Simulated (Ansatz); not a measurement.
# MnS (F-43m) in Ansatz: further runs, part 2 of 2

Ansatz 0.2.0.

### 3 Single point, PBE, collinear spin, ferromagnetic start

Contents of input.yaml:

```yaml
crystal:
  lattice:
    - [0.0, 2.4734634191, 2.4734634191]
    - [2.4734634191, 0.0, 2.4734634191]
    - [2.4734634191, 2.4734634191, 0.0]
  atoms:
    - { symbol: Mn, position: [0.0, 0.0, 0.0], spin: 4.0 }
    - { symbol: S, position: [0.75, 0.75, 0.75] }
hamiltonian:
  xc: pbe
  pseudopotentials: { kind: paw }
magnetization:
  spin_polarized: true
kpoints:
  mp_grid: { grid: [9, 9, 9] }
scf:
  occupations: { method: gaussian, width: 0.02 }
output:
  forces: true
  stress: true
  eigenvalues: true
```

Potentials or basis: Ansatz PAW.

Run with:

```console
ansatz run input.yaml --threads 2 --pin off --max-ram 5632MiB --backend cpu --events-out ev --progress --plain --runs-dir out
```

Standard output:

```text
Warning: RAYON_NUM_THREADS=2 ignored (pool sized by the plan → 2); use --threads N
Engine: ansatz 0.2.0, x86_64-unknown-linux-gnu
Pseudopotentials: kind: paw
Pseudopotential: Mn, paw, valence charge 15, recommended cutoff 420 eV (normal), Mn.paw.azcp
Pseudopotential: S, paw, valence charge 6, recommended cutoff 420 eV (normal), S.paw.azcp
Functional definition: PBE
  parameter kappa = 0.804
  parameter beta = 0.06672455060314922
  exchange = pbe_x(kappa = kappa, mu = beta*pi^2/3)
  correlation = pbe_c(beta = beta)
Crystal: 2 atoms, lattice volume = 30.265 Å³
Basis set: ecut = 420 eV, 609 PW (Γ), exchange–correlation on 48×48×48 points (8 copies of the dense FFT grid, shifted against one another)
Bands: 17, of which v1, the nominal top of the filled ones, is band 11 counted from 1 (10 counted from 0)
Symmetry: 24 space group operations
Space group: F-43m (ITA 216), of the structure as read, at distance tolerance 3.1e-5 Å
Magnetic group: BNS 216.74 (UNI 1576), of the structure as read, at distance tolerance 3.1e-5 Å
k-points: 35 of 729 (time reversal used)
Non-local potential: Mn, projectors of the file, l = 0: 3, l = 1: 2, l = 2: 3, l = 3: 1
Non-local potential: S, projectors of the file, l = 0: 2, l = 1: 2, l = 2: 2
PAW form: soft (Blöchl's): semilocal exchange-correlation on the pseudo side does not see the compensation charge
PAW one-centre angular grid: Mn, 590 points (default); XC on 64 Gauss nodes
PAW one-centre angular grid: S, 110 points (default); XC on 64 Gauss nodes
Initial density: superposition of atomic densities (chi_scale 0.1, normalization cell, long waves kept (reshape's long-wave potential 0.00 eV rms))
Starting moments: Σ|m| = 4 μB on 1 of 2 sites
Initial wavefunctions: pseudopotential atomic-orbital guess
Functional: x = pbe(κ = 0.804, μ = 0.2195149727645171), c = pbe(β = 0.06672455060314922)
SCF iter   1: F=—  HF=-4799.858092 eV  |F-HF|=—  |Δ(HF+E_count)|=         —  Δρ=6.67e-2 (↑2.94e-2 ↓6.67e-2)  dr2=9.55e-1  dr2_m=5.17e-1  M=3.157 μB ∫|m|=3.205 μB  β_m=0.30  ethr=3.10e-3  ⟨swp⟩=5.5  Hψ=6110  notcnv=0
Mixer restart at iter 1: flushing history
preconditioner: auto → Kerker (q_TF=auto, 2.567 Å⁻¹)  [metal: Δε(μ)=0.010 eV  Ē_g=10.776 eV  σ=0.020 eV  W_gap=0.27  n_scr=14 (ndim 8)  ℏωp=24.3 eV  f_vac=0.000  D(μ)=3.06/eV (n_scr^D=50)]
spin=Collinear: Kerker preconditioning applied to the charge; magnetization (m = ρ↑ − ρ↓) channel mixes plain (no charge-response kernel on spin).
SCF iter   2: F=—  HF=-4800.467717 eV  |F-HF|=—  |Δ(HF+E_count)|=   6.10e-1  Δρ=6.28e-2 (↑3.91e-2 ↓6.28e-2)  dr2=5.41e-1  dr2_m=6.50e-1  M=2.885 μB ∫|m|=2.950 μB  β_m=0.65  ethr=3.10e-3  ⟨swp⟩=2.0  Hψ=2056  notcnv=0  defer=152
SCF iter   3: F=—  HF=-4801.219415 eV  |F-HF|=—  |Δ(HF+E_count)|=   7.52e-1  Δρ=5.28e-2 (↑4.00e-2 ↓5.28e-2)  dr2=2.35e-1  dr2_m=5.72e-1  M=2.199 μB ∫|m|=2.323 μB  β_m=0.09  ethr=2.58e-3  ⟨swp⟩=2.3  Hψ=1718  notcnv=0  defer=153
SCF iter   4: F=—  HF=-4801.243772 eV  |F-HF|=—  |Δ(HF+E_count)|=         —  Δρ=5.31e-2 (↑4.10e-2 ↓5.31e-2)  dr2=1.66e-1  dr2_m=5.96e-1  M=1.891 μB ∫|m|=2.028 μB  β_m=0.82  ethr=1.12e-3  ⟨swp⟩=2.0  Hψ=1918  notcnv=0  defer=143
Mixer restart at iter 4: flushing history
[... 13 lines left out ...]
SCF iter  16: F=—  HF=-4801.449028 eV  |F-HF|=—  |Δ(HF+E_count)|=   2.40e-7  Δρ=2.59e-5 (↑8.75e-6 ↓2.59e-5)  dr2=1.67e-7  dr2_m=6.20e-8  M=-0.003 μB ∫|m|=0.004 μB  β_m=0.98  ethr=1.21e-9  ⟨swp⟩=2.1  Hψ=1754  notcnv=0  defer=144
SCF iter  17: F=—  HF=-4801.449029 eV  |F-HF|=—  |Δ(HF+E_count)|=   5.42e-8  Δρ=1.90e-5 (↑1.90e-5 ↓1.09e-5)  dr2=1.70e-8  dr2_m=6.13e-8  M=-0.003 μB ∫|m|=0.003 μB  β_m=0.99  ethr=7.93e-10  ⟨swp⟩=2.5  Hψ=1765  notcnv=0  defer=144
SCF iter  18: F=—  HF=-4801.449029 eV  |F-HF|=—  |Δ(HF+E_count)|=   3.59e-8  Δρ=1.44e-5 (↑1.44e-5 ↓5.80e-6)  dr2=3.77e-8  dr2_m=2.50e-8  M=-0.002 μB ∫|m|=0.003 μB  β_m=0.99  ethr=8.12e-11  ⟨swp⟩=2.0  Hψ=1918  notcnv=0  defer=144
SCF iter  19: F=—  HF=-4801.449029 eV  |F-HF|=—  |Δ(HF+E_count)|=   3.53e-8  Δρ=6.98e-6 (↑6.98e-6 ↓4.91e-6)  dr2=2.88e-9  dr2_m=9.53e-9  M=-0.001 μB ∫|m|=0.002 μB  β_m=1.00  ethr=8.12e-11  ⟨swp⟩=2.2  Hψ=1933  notcnv=0  defer=144
SCF iter  20: F=—  HF=-4801.449029 eV  |F-HF|=—  |Δ(HF+E_count)|=   2.19e-8  Δρ=2.55e-6 (↑2.55e-6 ↓1.87e-6)  dr2=9.49e-10  dr2_m=1.21e-9  M=-0.000 μB ∫|m|=0.001 μB  β_m=1.00  ethr=1.37e-11  ⟨swp⟩=3.3  Hψ=2237  notcnv=0  defer=144
SCF iter  21: F=—  HF=-4801.449029 eV  |F-HF|=—  |Δ(HF+E_count)|=   2.65e-9  Δρ=9.89e-7 (↑9.89e-7 ↓4.39e-7)  dr2=5.85e-10  dr2_m=3.35e-11  M=0.000 μB ∫|m|=0.000 μB  β_m=1.00  ethr=4.52e-12  ⟨swp⟩=3.2  Hψ=2246  notcnv=0  defer=144
SCF iter  22: F=-4801.449029 eV  HF=-4801.449029 eV  |F-HF|=7.28e-12  |Δ(HF+E_count)|=  7.00e-11  Δρ=2.06e-7 (↑2.06e-7 ↓8.54e-8)  dr2=1.67e-11  dr2_m=2.26e-12  M=0.000 μB ∫|m|=0.000 μB  ethr=2.79e-12  ⟨swp⟩=6.2  Hψ=5297  notcnv=0
SCF 1 converged in 22 iterations: F = -4801.449029 eV  dr2 = 1.67e-11
WARN: the starting moments were not kept: the SCF closed with an absolute magnetisation of 5.1e-5 μB, where they sum to 4 μB in size (1 site). That is at most 0.1 of that sum. Measured as dr2_m measures the in/out step, that magnetisation stands 3.0e-9 eV from none, at or under the dr2_threshold of 1.0e-7 eV: it is no larger than a step whose dr2_m would equal this threshold. The system may hold no moment; this SCF shows only that its start led to no more than that. To try another start: raise the starting moments (crystal.atoms[].spin, magnetization.per_species, magnetization.initial_magnetization, or on a non-collinear deck that types none of these the spinor_matrix: blocks that start its atoms; where the total moment is fixed, keep their sum and leave initial_magnetization as it is; typed ones take the place of any that the run laid by itself, positive ones on a crystal's lanthanoids without a Hubbard term where scf.initial_density.shell_occupations: [] is typed) or, if the notice of its spin-set hold's release reads "site moments contracting" or "site moments show no strong build", lengthen the hold (scf.mixing.spin_hold: { on: { confirm: 4 } }; for m-r²SCAN on two components see the key's manual first). Each may lead to a state that holds a moment. A second SCF, from the converged charge density, with the starting moments and any scf.initial_density.shell_occupations laid on it anew, would have followed, and was not run: the deck does not ask for one (magnetization.retry_lost_moments is false, the default). To let it run, set magnetization.retry_lost_moments: true and run the deck again, where that key's refused combinations let it; where memory then withholds it, that run's warning says so.
SCF converged after 22 iterations
Magnetization: 0.0000 μB (10.5000 up, 10.5000 down)
Absolute magnetization: 0.0001 μB (∫|ρ↑−ρ↓|, with the PAW one-centre terms)
Spin contamination: 0.0000 ħ² per cell (⟨S²⟩ above its minimum at these occupations)
Per-site moments (μB) at R_I (Å): [(4.005667773662422e-5, 0.8836088894622478), (-1.0560055051244782e-6, 0.8836088894622478)]
Free energy (F): -4801.449029 eV
Harris-Foulkes:  -4801.449029 eV  (|F-HF|=7.28e-12)
Internal energy: -4801.448753 eV  (E = F + TS)
E sigma→0 (E₀):  -4801.448891 eV
Entropy (-TS):   -0.000276 eV (-0.138 meV/atom)
Fermi energy:    11.691245 eV
--- Per-component energies (eV) ---
  E_band       = -259.302694
  E_kinetic    = 421.103218
  E_local      = -2443.927951  (includes V_loc(G=0)·N_el)
  E_nonlocal   = 269.325512
  E_hartree    = 1017.687818
  E_xc         = -212.903738
  E_vxc        = -235.912822  (∫ρ·V_xc dr)
  E_paw        = -1901.028145  (= ΣΔE_a)
  E_vpaw       = -305.266506  (= ΣTr[D̂ρ^β])
  E_aug_tail   = -0.000008  (compensation charges beyond the density's cutoff)
  E_ewald      = -1951.705460
  E_smearing   = -0.000276  (= −TS)
  E_closure    = 0.000000  (closes the sum)
  Σ components = -4801.449029   (vs F -4801.449029, Δ=0.00e0)
--- Forces (eV/Å), atoms counted from 1 ---
  atom   1  Mn     0.00000000    -0.00000000    -0.00000000
  atom   2  S     -0.00000000    -0.00000000     0.00000000
  max |Σ_I F_I| component: 1.80e-16 eV/Å
--- Stress (GPa, compression-positive) ---
        2.773204      -0.000000       0.000000
       -0.000000       2.773204      -0.000000
        0.000000      -0.000000       2.773204
  P = ⅓ Tr σ = 2.7732 GPa (27.732 kbar)
--- Band table (eV; the first three rows and the last of 70) ---
  k-point 0 ↑: bands = ["-67.0939", "-35.9050", "-35.9050", "-35.9050", "-3.5733", "7.0366", "7.0366", "7.0366", "10.9935", "10.9935", "15.4635", "15.4635", "15.4635", "15.5158", "19.5600", "19.5600", "19.5600"]
  k-point 1 ↑: bands = ["-67.0936", "-35.9081", "-35.9055", "-35.9055", "-3.4453", "6.7867", "7.0796", "7.0796", "10.9599", "10.9599", "14.6189", "15.2920", "15.2920", "16.2233", "19.5337", "19.8239", "19.8239"]
  k-point 2 ↑: bands = ["-67.0932", "-35.9159", "-35.9067", "-35.9067", "-3.1000", "6.1978", "7.1791", "7.1791", "10.9338", "10.9338", "13.3764", "14.8399", "14.8399", "17.0661", "19.6648", "20.2835", "20.2835"]
  k-point 34 ↓: bands = ["-67.0916", "-35.9261", "-35.9196", "-35.9142", "-1.8977", "5.8239", "6.4987", "7.5426", "10.0616", "10.8445", "11.6609", "12.3293", "13.1499", "18.7399", "20.4129", "20.9966", "22.2182"]
```

It took 12 s on 2 threads of Intel Xeon at 2.50GHz (Skylake/Cascade Lake), shared host; peak memory 0.35 GiB.

What came out:

| Item | Value |
| --- | --- |
| Free energy | -4801.4490 eV |
| Pressure | 2.8 GPa |
| Band gap on the k mesh | none (metal or under the smearing width) |
| Net moment | 0.00 μB per cell |
| Absolute moment | 0.00 μB per cell |

Caveat: the starting moments collapsed, and a magnetic state may lie lower; semilocal functionals often make such compounds metallic where correlation or magnetic order opens a gap, which also shifts bond lengths; the starting moments weren't kept. With open d or f shells a metallic result of PBE can be an artefact of self-interaction; +U or a hybrid may open a gap.

### 4 Single point, PBE, collinear spin, ferromagnetic start

Edit input.yaml of step 3 so:

```diff
@@ -16,3 +16,3 @@
 scf:
-  occupations: { method: gaussian, width: 0.02 }
+  occupations: { method: gaussian, width: 0.021 }
 output:
```

Run with:

```console
ansatz run input.yaml --threads 2 --pin off --max-ram 5632MiB --backend cpu --events-out ev --progress --plain --runs-dir out
```

Run time: 9.4 s. Hardware: 2 threads of Intel Xeon at 2.50GHz (Skylake/Cascade Lake), shared host; peak memory 0.35 GiB.

Results (log left out):

* Free energy: -4801.4508 eV
* Pressure: 2.9 GPa
* Band gap on the k mesh: none (metal or under the smearing width)
* Net moment: 0.22 μB per cell
* Absolute moment: 0.24 μB per cell
* Site moments: Mn +0.19; S -0.00 μB

Levels at points of the mesh, in eV from the Fermi level:
Spin up:
```csv
k point,band 7,band 8,band 9,band 10,band 11,band 12,band 13,band 14,band 15,band 16
"(0.00, 0.00, 0.00)",-4.73,-4.73,-0.91,-0.91,3.68,3.68,3.68,3.76,7.79,7.79
```
Spin down:
```tsv
k point	band 7	band 8	band 9	band 10	band 11	band 12	band 13	band 14
(0.00, 0.00, 0.00)	-4.69	-4.69	-0.62	-0.62	3.74	3.74	3.74	3.79
```

Caveat: the moment fell far below its start of 4 μB, so a state of higher moment may lie lower in energy; semilocal functionals often make such compounds metallic where correlation or magnetic order opens a gap, which also shifts bond lengths; the starting moments weren't kept.

### 5 Single point, PBE, collinear spin, ferromagnetic start

Edit input.yaml of step 4 so:

```diff
@@ -16,3 +16,3 @@
 scf:
-  occupations: { method: gaussian, width: 0.021 }
+  occupations: { method: gaussian, width: 0.022 }
 output:
@@ -21 +21,5 @@
   eigenvalues: true
+  write_density: true
+  write_potential: true
+  elf: true
+  volumetric_format: npy
```

Run with:

```console
ansatz run input.yaml --threads 2 --pin off --max-ram 5632MiB --backend cpu --events-out ev --progress --plain --runs-dir out
```

Wall time 12 s (2 threads of Intel Xeon at 2.50GHz (Skylake/Cascade Lake), shared host); peak memory 0.35 GiB.

The run converged. Its results:

```yaml
Free_energy: -4801.4509 eV
Pressure: 2.9 GPa
Band_gap_on_the_k_mesh: none (metal or under the smearing width)
Net_moment: 0.23 μB per cell
Absolute_moment: 0.24 μB per cell
Site_moments: Mn +0.19; S -0.00 μB
```

Levels at points of the mesh, in eV from the Fermi level:
Spin up:
| k point | band 7 | band 8 | band 9 | band 10 | band 11 | band 12 | band 13 | band 14 | band 15 | band 16 |
| --- | --- | --- | --- | --- | --- | --- | --- | --- | --- | --- |
| (0.00, 0.00, 0.00) | -4.73 | -4.73 | -0.91 | -0.91 | 3.68 | 3.68 | 3.68 | 3.76 | 7.79 | 7.79 |
Spin down:
| k point | band 8 | band 9 | band 10 | band 11 | band 12 | band 13 |
| --- | --- | --- | --- | --- | --- | --- |
| (0.00, 0.00, 0.00) | -4.69 | -0.62 | -0.62 | 3.74 | 3.74 | 3.74 |

Caveat: the moment fell far below its start of 4 μB, so a state of higher moment may lie lower in energy; semilocal functionals often make such compounds metallic where correlation or magnetic order opens a gap, which also shifts bond lengths; the starting moments weren't kept.

### 6 Single point, PBE, collinear spin, ferromagnetic start

Edit input.yaml of step 5 so:

```diff
@@ -16,3 +16,3 @@
 scf:
-  occupations: { method: gaussian, width: 0.022 }
+  occupations: { method: gaussian, width: 0.023 }
 output:
@@ -21,5 +21 @@
   eigenvalues: true
-  write_density: true
-  write_potential: true
-  elf: true
-  volumetric_format: npy
```

Potentials or basis: Ansatz PAW.

Run with:

```console
ansatz run input.yaml --threads 2 --pin off --max-ram 5632MiB --backend cpu --events-out ev --progress --plain --runs-dir out
```

Wall time 13 s (2 threads of Intel Xeon at 2.50GHz (Skylake/Cascade Lake), shared host); peak memory 0.35 GiB.

The run converged. Its results:

* Free energy: -4801.4509 eV
* Pressure: 2.9 GPa
* Band gap on the k mesh: none (metal or under the smearing width)
* Net moment: 0.23 μB per cell
* Absolute moment: 0.24 μB per cell
* Site moments: Mn +0.19; S -0.00 μB

Levels at points of the mesh, in eV from the Fermi level:
Spin up:
```csv
k point,band 9,band 10,band 11,band 12,band 13,band 14
"(0.00, 0.00, 0.00)",-0.91,-0.91,3.68,3.68,3.68,3.76
```
Spin down:
```
           k point  band 8  band 9  band 10  band 11  band 12  band 13
(0.00, 0.00, 0.00)   -4.69   -0.62    -0.62     3.74     3.74     3.74
```

Caveat: the moment fell far below its start of 4 μB, so a state of higher moment may lie lower in energy; semilocal functionals often make such compounds metallic where correlation or magnetic order opens a gap, which also shifts bond lengths; the starting moments weren't kept.

### 7 The runs side by side

| smearing | gap on the mesh (eV) | pressure (GPa) | moment (μB) |
| --- | --- | --- | --- |
| gaussian 0.019 eV | none | 2.9 | 0.22 |
| gaussian 0.021 eV | none | 2.9 | 0.22 |
| gaussian 0.022 eV | none | 2.9 | 0.23 |
| gaussian 0.023 eV | none | 2.9 | 0.23 |

Alike in all rows: task single point; level PBE; potentials or basis Ansatz PAW; spin collinear, ferromagnetic start; cell as given; k mesh 9 × 9 × 9; cutoff (eV) 420.

Every run on the cell as given and a fine mesh finds a metal.

Caveats: the moment fell far below its start of 4 μB, so a state of higher moment may lie lower in energy; semilocal functionals often make such compounds metallic where correlation or magnetic order opens a gap, which also shifts bond lengths; the starting moments weren't kept.

Absolute energies hang on the potentials; compare differences alone.
